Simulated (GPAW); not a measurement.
Here is a GPAW 26.7.0 calculation.

run.py

```python
import numpy as np
from ase.dft.bandgap import bandgap
from ase.io import write
from ase.spacegroup import crystal
from ase.units import GPa
from gpaw import GPAW, PW, setup_paths
from gpaw.spinorbit import soc_eigenstates

setup_paths.insert(0, '.')

# Cd 2b
# Se 2b
atoms = crystal(['Cd', 'Se'],
                basis=[[0.6666666667, 0.3333333333, 0.5],
                       [0.6666666667, 0.3333333333, 0.885]],
                spacegroup=186, setting=1,  # P6_3mc
                cellpar=[4.3, 4.3, 7.02, 90.0, 90.0, 120.0],
                primitive_cell=True)

calc = GPAW(mode=PW(600),
            xc='GGA_X_SOGGA+GGA_C_PBE_SOL',
            kpts={'size': (5, 5, 3), 'gamma': True},
            occupations={'name': 'fermi-dirac', 'width': 0.05},
            nbands=31,
            convergence={'density': 1e-05, 'energy': 1e-05},
            maxiter=150,
            txt='gpaw.txt')
atoms.calc = calc
energy = atoms.get_potential_energy()
forces = atoms.get_forces()
stress = atoms.get_stress()
calc.write('gs.gpw')
write('result.traj', atoms)
print(f'Energy: {energy:.6f} eV')
print('Forces (eV/A):')
print(forces.round(4))
print('Stress (GPa):', (stress / GPa).round(3))
print('Fermi level:', round(calc.get_fermi_level(), 4), 'eV')
print(f'Gap: {bandgap(calc)[0]:.4f} eV, direct: {bandgap(calc, direct=True)[0]:.4f} eV')

path = atoms.cell.bandpath('GMKGALHA,LM,KH', npoints=60, eps=1e-4)
bs_calc = calc.fixed_density(kpts=path, symmetry='off', nbands=52,
                             convergence={'bands': 'CBM+6.0', 'eigenstates': 1e-6}, txt='bands.txt')
bs = bs_calc.band_structure()
bs.write('bs.json')
print(f'Gap on the path: {bandgap(bs_calc)[0]:.4f} eV')

soc = soc_eigenstates(bs_calc, theta=0, phi=0)
np.savetxt('soc_bands.dat', soc.eigenvalues(), fmt='%.4f')
mesh = soc_eigenstates('gs.gpw', theta=0, phi=0)
np.savetxt('soc_mesh.dat', mesh.eigenvalues(), fmt='%.4f')
print('Fermi level with spin-orbit coupling:', round(mesh.fermi_level, 4), 'eV')
```

Potentials or basis: PAW data sets generated in the run's folder for this functional, pw.

The run is started by

```console
$ gpaw-setup -f GGA_X_SOGGA+GGA_C_PBE_SOL Cd Se
$ OMP_NUM_THREADS=1 python run.py
```

(1) Predict the pressure.

(2) Predict the band gap on the k mesh.

(3) Predict the band gap along the path.

Results:

(1) -0.1 GPa.

(2) 0.43 eV, direct.

(3) 0.43 eV, direct.

Caveat: spin-orbit coupling was added after a scalar SCF, so levels and gaps hold it while energy, forces, pressure and moments don't; this program's spin-orbit splittings come out too wide for heavy elements.

**The experiment to reproduce.**

From a printed reference work, data compilation, for a bulk crystal of CdSe at 2 K: band gap 1.841 eV.

A measured gap of CdSe is 1.841 eV (2 K; a printed reference work, data compilation); the calculated 0.43 eV misses it by -1.41 eV. So large a miss can be the level of theory's own, or it may mean another phase, state or a wrong row. The value is that of SOGGA, without temperature or zero-point motion.
